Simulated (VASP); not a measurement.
# W7S16 (a cell with a defect) in VASP: notebook, part 2 of 2

VASP 6.6.1.

## 4. Single point, PBEsol, collinear spin, ferromagnetic start

INCAR reads:

```
PREC = Accurate
ENCUT = 350
EDIFF = 1E-5
ISMEAR = 0
SIGMA = 0.03
LREAL = Auto
LASPH = True
NELM = 120
ALGO = Normal
ISIF = 2
LWAVE = False
LCHARG = False
ISPIN = 2
MAGMOM = 0 0 0 0 0 0 0 0 0 0 0 0.17 0.17 0.17 0 0 0 0 0 0.17 0.17 0.17 0
LORBIT = 11
LMAXMIX = 4
GGA = PS
NBANDS = 118
NELECT = 193.0
```

KPOINTS reads:

```
regular mesh
0
Gamma
  3 3 2
```

POSCAR reads:

```
W7S16
1.0
    6.3064000000      0.0000000000      0.0000000000
   -3.1532000000      5.4615026064      0.0000000000
    0.0000000000      0.0000000000     12.3230000000
W S
7 16
Direct
    0.1666666667      0.8333333333      0.2500000000
    0.6666666667      0.3333333333      0.2500000000
    0.6666666667      0.8333333333      0.2500000000
    0.3333333333      0.1666666667      0.7500000000
    0.3333333333      0.6666666667      0.7500000000
    0.8333333333      0.1666666667      0.7500000000
    0.8333333333      0.6666666667      0.7500000000
    0.1666666667      0.3333333333      0.6225000000
    0.1666666667      0.8333333333      0.6225000000
    0.6666666667      0.3333333333      0.6225000000
    0.6666666667      0.8333333333      0.6225000000
    0.3333333333      0.1666666667      0.1225000000
    0.3333333333      0.6666666667      0.1225000000
    0.8333333333      0.1666666667      0.1225000000
    0.8333333333      0.6666666667      0.1225000000
    0.1666666667      0.3333333333      0.8775000000
    0.1666666667      0.8333333333      0.8775000000
    0.6666666667      0.3333333333      0.8775000000
    0.6666666667      0.8333333333      0.8775000000
    0.3333333333      0.1666666667      0.3775000000
    0.3333333333      0.6666666667      0.3775000000
    0.8333333333      0.1666666667      0.3775000000
    0.8333333333      0.6666666667      0.3775000000
```

Run with:

```bash
cat potpaw_PBE.64/W_sv/POTCAR potpaw_PBE.64/S/POTCAR > POTCAR
mpirun -np 1 vasp_std > vasp.out
```

Wall time 13 min (1 thread of Intel Xeon 6975P-C (Granite Rapids), shared host); peak memory 0.56 GiB.

Results (log left out):

```yaml
Free_energy: -188.0942 eV
Largest_force: 0.978 eV/Å
Band_gap_on_the_k_mesh: none (metal or under the smearing width)
Net_moment: 0.14 μB per cell
Valence_electrons_inside_the_program's_atomic_spheres: W 11.97, 12.04; S 3.68, 3.60, 3.66
```

Forces in eV/Å, atoms in the order of the input:
```
W    0.847  0.489  0.000
W    0.000 -0.978  0.000
W   -0.847  0.489  0.000
W   -0.026  0.015  0.000
W    0.000 -0.030  0.000
W    0.026  0.015  0.000
W    0.000  0.000  0.000
S    0.000  0.000  0.194
S   -0.010 -0.006  0.178
S    0.000  0.012  0.178
S    0.010 -0.006  0.178
S    0.209 -0.120  0.509
S    0.000  0.241  0.509
S   -0.209 -0.120  0.509
S    0.000  0.000  0.247
S    0.000  0.000 -0.194
S   -0.010 -0.006 -0.178
S    0.000  0.012 -0.178
S    0.010 -0.006 -0.178
S    0.209 -0.120 -0.509
S    0.000  0.241 -0.509
S   -0.209 -0.120 -0.509
S    0.000  0.000 -0.247
```

Levels at points of the mesh, in eV from the Fermi level:
Spin up:
| k point | band 93 | band 94 | band 95 | band 96 | band 97 | band 98 | band 99 | band 100 |
| --- | --- | --- | --- | --- | --- | --- | --- | --- |
| (0.00, 0.00, 0.00) | -0.96 | -0.85 | -0.54 | -0.54 | 0.00 | 0.33 | 0.33 | 1.08 |
| (0.00, 0.00, 0.50) | -0.96 | -0.78 | -0.55 | -0.55 | 0.31 | 0.33 | 0.33 | 1.05 |
Spin down:
```tsv
k point	band 93	band 94	band 95	band 96	band 97	band 98	band 99	band 100
(0.00, 0.00, 0.00)	-0.95	-0.84	-0.52	-0.52	0.01	0.34	0.34	1.10
(0.00, 0.00, 0.50)	-0.96	-0.77	-0.53	-0.53	0.31	0.35	0.35	1.07
```

Caveat: the k mesh is coarse (spacing up to 0.38 Å⁻¹), so the values aren't converged; the cell is charged against a uniform background, so pressure and absolute levels hang on convention; the PAW data sets were made with another functional, which shifts forces and pressure a little.

## 5. Single point, PBEsol

INCAR reads:

```
PREC = Accurate
ENCUT = 350
EDIFF = 1E-5
ISMEAR = 0
SIGMA = 0.03
LREAL = Auto
LASPH = True
NELM = 120
ALGO = Normal
ISIF = 2
LWAVE = False
LCHARG = False
GGA = PS
NBANDS = 114
LORBIT = 11
NELECT = 193.0
```

KPOINTS is that of step 4.

POSCAR is that of step 4.

Run with:

```bash
cat potpaw_PBE.64/W_sv/POTCAR potpaw_PBE.64/S/POTCAR > POTCAR
mpirun -np 1 vasp_std > vasp.out
```

It took 3.7 min on 1 thread of Intel Xeon 6975P-C (Granite Rapids), shared host; peak memory 0.4 GiB.

Results (log left out):

```
Free energy                                           : -188.0942 eV
Largest force                                         : 0.978 eV/Å
Band gap on the k mesh                                : none (metal or under the smearing width)
Valence electrons inside the program's atomic spheres : W 11.97, 12.04; S 3.68, 3.60, 3.66
```

Forces on the atoms (eV/Å):
```
W    0.847  0.489  0.000
W    0.000 -0.978  0.000
W   -0.847  0.489  0.000
W   -0.026  0.015  0.000
W    0.000 -0.030  0.000
W    0.026  0.015  0.000
W    0.000  0.000  0.000
S    0.000  0.000  0.193
S   -0.010 -0.006  0.178
S    0.000  0.011  0.178
S    0.010 -0.006  0.178
S    0.209 -0.120  0.509
S    0.000  0.241  0.509
S   -0.209 -0.120  0.509
S    0.000  0.000  0.247
S    0.000  0.000 -0.193
S   -0.010 -0.006 -0.178
S    0.000  0.011 -0.178
S    0.010 -0.006 -0.178
S    0.209 -0.120 -0.509
S    0.000  0.241 -0.509
S   -0.209 -0.120 -0.509
S    0.000  0.000 -0.247
```

Levels at points of the mesh, in eV from the Fermi level:
| k point | band 93 | band 94 | band 95 | band 96 | band 97 | band 98 | band 99 | band 100 |
| --- | --- | --- | --- | --- | --- | --- | --- | --- |
| (0.00, 0.00, 0.00) | -0.96 | -0.85 | -0.53 | -0.53 | 0.00 | 0.33 | 0.33 | 1.09 |
| (0.00, 0.00, 0.50) | -0.96 | -0.78 | -0.54 | -0.54 | 0.31 | 0.34 | 0.34 | 1.06 |

Caveat: the k mesh is coarse (spacing up to 0.38 Å⁻¹), so the values aren't converged; the cell is charged against a uniform background, so pressure and absolute levels hang on convention; the PAW data sets were made with another functional, which shifts forces and pressure a little. Spin-orbit coupling is left out, which matters for the levels of W.

## 6. Single point, PBEsol, collinear spin, ferromagnetic start

INCAR reads:

```
PREC = Accurate
ENCUT = 350
EDIFF = 1E-5
ISMEAR = 0
SIGMA = 0.03
LREAL = Auto
LASPH = True
NELM = 120
ALGO = All
ISIF = 2
LWAVE = False
LCHARG = False
ISPIN = 2
MAGMOM = 0 0 0 0 0 0 0 0 0 0 0 0.5 0.5 0.5 0 0 0 0 0 0.5 0.5 0.5 0
LORBIT = 11
LMAXMIX = 4
GGA = PS
NBANDS = 118
NELECT = 193.0
ISYM = 0
```

KPOINTS is that of step 5.

POSCAR is that of step 5.

Potentials or basis: VASP PAW PBE potentials, release 64 (W_sv, S).

Run with:

```bash
cat potpaw_PBE.64/W_sv/POTCAR potpaw_PBE.64/S/POTCAR > POTCAR
mpirun -np 1 vasp_std > vasp.out
```

It took 25 min on 1 thread of Intel Xeon 6975P-C (Granite Rapids), shared host; peak memory 1.1 GiB.

Results (log left out):

* Free energy: -188.0942 eV
* Largest force: 0.978 eV/Å
* Band gap on the k mesh: none (metal or under the smearing width)
* Net moment: 0.08 μB per cell
* Valence electrons inside the program's atomic spheres: W 11.97, 12.04; S 3.68, 3.60, 3.66

Forces on the atoms (eV/Å):
```
W    0.847  0.489 -0.005
W    0.000 -0.978 -0.005
W   -0.847  0.489 -0.005
W   -0.026  0.015  0.004
W    0.000 -0.030  0.004
W    0.026  0.015  0.004
W    0.000  0.000  0.004
S    0.000  0.000  0.209
S   -0.010 -0.006  0.192
S    0.000  0.011  0.192
S    0.010 -0.006  0.192
S    0.211 -0.122  0.503
S    0.000  0.244  0.503
S   -0.211 -0.122  0.503
S    0.000  0.000  0.242
S    0.000  0.000 -0.207
S   -0.010 -0.006 -0.190
S    0.000  0.011 -0.190
S    0.010 -0.006 -0.190
S    0.211 -0.122 -0.506
S    0.000  0.244 -0.506
S   -0.211 -0.122 -0.506
S    0.000  0.000 -0.245
```

Levels at points of the mesh, in eV from the Fermi level:
Spin up:
```
           k point  band 93  band 94  band 95  band 96  band 97  band 98  band 99  band 100
(0.00, 0.00, 0.00)    -0.95    -0.85    -0.54    -0.54     0.00     0.33     0.33      1.08
(0.00, 0.00, 0.50)    -0.96    -0.78    -0.55    -0.55     0.31     0.33     0.33      1.05
```
Spin down:
| k point | band 92 | band 93 | band 94 | band 95 | band 96 | band 97 | band 98 | band 99 | band 100 | band 101 |
| --- | --- | --- | --- | --- | --- | --- | --- | --- | --- | --- |
| (0.00, 0.00, 0.00) | -0.97 | -0.95 | -0.84 | -0.53 | -0.53 | 0.01 | 0.34 | 0.34 | 1.09 | 2.41 |
| (0.00, 0.00, 0.50) | -0.96 | -0.96 | -0.78 | -0.54 | -0.54 | 0.31 | 0.34 | 0.34 | 1.06 | 2.41 |

Caveat: the k mesh is coarse (spacing up to 0.38 Å⁻¹), so the values aren't converged; the cell is charged against a uniform background, so pressure and absolute levels hang on convention; the PAW data sets were made with another functional, which shifts forces and pressure a little. The run has no spin-orbit coupling, so splittings on W are missing.

## 7. Summary

```csv
level,spin,fixed moment (μB),cell,k mesh,grid for exact exchange (PRECFOCK),screening parameter,gap on the mesh (eV),moment (μB),largest force (eV/Å)
HSE06,"collinear, ferromagnetic start",3,"P1, 18.45 Å³/atom",2 × 2 × 2,Fast,0.2 1/A,-,3.00,0.47
PBEsol,"collinear, ferromagnetic start",-,"P-6m2, 18.45 Å³/atom",3 × 3 × 2,-,-,none,0.08,0.98
PBEsol,off,-,"P-6m2, 18.45 Å³/atom",3 × 3 × 2,-,-,none,-,0.98
```

Some of these runs hold the atoms at other places in the same cell, which the table doesn't show; runs alike in all that it shows share one row.

Alike in all rows: task single point; potentials or basis VASP PAW PBE potentials, release 64 (W_sv, S); cutoff (eV) 350; smearing gaussian 0.03 eV; the mesh is coarse, so values aren't converged.

Caveats: all runs use coarse meshes; the cell is charged against a uniform background, so pressure and absolute levels hang on convention; the PAW data sets were made with another functional, which shifts forces and pressure a little; the total moment is fixed, so each spin has its own Fermi level (some runs).

Total energies depend on the potentials used, so only differences within one code and one set of settings carry meaning.
